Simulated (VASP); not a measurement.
# ZnS (Wurtzite-4H): single point with PBE

The system is ZnS (Wurtzite-4H).

```
Zn S
1.0
     3.82270    0.00000    0.00000
    -1.91135    3.31056    0.00000
     0.00000    0.00000   12.52000
Zn S
4 4
Direct
  0.66667 0.33333 0.75000
  0.33333 0.66667 0.25000
  0.00000 0.00000 0.50000
  0.00000 0.00000 0.00000
  0.66667 0.33333 0.93750
  0.33333 0.66667 0.43750
  0.00000 0.00000 0.68750
  0.00000 0.00000 0.18750
```

* Program: VASP 6.6.1
* Task: single point
* Functional: PBE
* Potentials or basis: VASP PAW PBE potentials, release 64 (Zn, S)
* Cutoff: 520 eV
* k mesh: 8 × 8 × 3
* Occupations: fermi-dirac, width 0.05 eV
* Spin: no spin polarisation
* Further INCAR settings: ALGO = Normal; EDIFF = 1e-07; NBANDS = 46

| Property | Result |
| --- | --- |
| Pressure | 1.5 GPa |
| Largest force | 0.044 eV/Å |
| Band gap on the k mesh | 2.13 eV, direct |

Forces in eV/Å, atoms in the order of the input:
```
Zn   0.000  0.000  0.008
Zn   0.000  0.000  0.008
Zn   0.000  0.000  0.023
Zn   0.000  0.000  0.023
S    0.000  0.000  0.013
S    0.000  0.000  0.013
S    0.000  0.000 -0.044
S    0.000  0.000 -0.044
```

Stress tensor (GPa, compression positive):
```
1.54 0.00 0.00
0.00 1.54 0.00
0.00 0.00 1.40
```

Levels at points of the mesh, in eV from the valence-band top:
```csv
k point,band 32,band 33,band 34,band 35,band 36,band 37,band 38,band 39,band 40,band 41
"(0.00, 0.00, 0.00)",-0.45,-0.45,-0.04,0.00,0.00,2.13,3.19,3.39,3.63,6.35
"(0.50, 0.00, 0.00)",-1.59,-1.58,-1.57,-1.10,-0.87,3.31,3.37,3.77,4.35,4.88
```

Run time: 100 s on 1 thread of Intel(R) Xeon(R) 6975P-C (Granite Rapids), with other jobs on the host, peak memory 0.31 GiB.

The gap isn't set beside the measured one, since this odd mesh misses points on the zone boundary.

Caveat: an odd mesh through Γ misses points on the zone boundary, where band edges often lie.
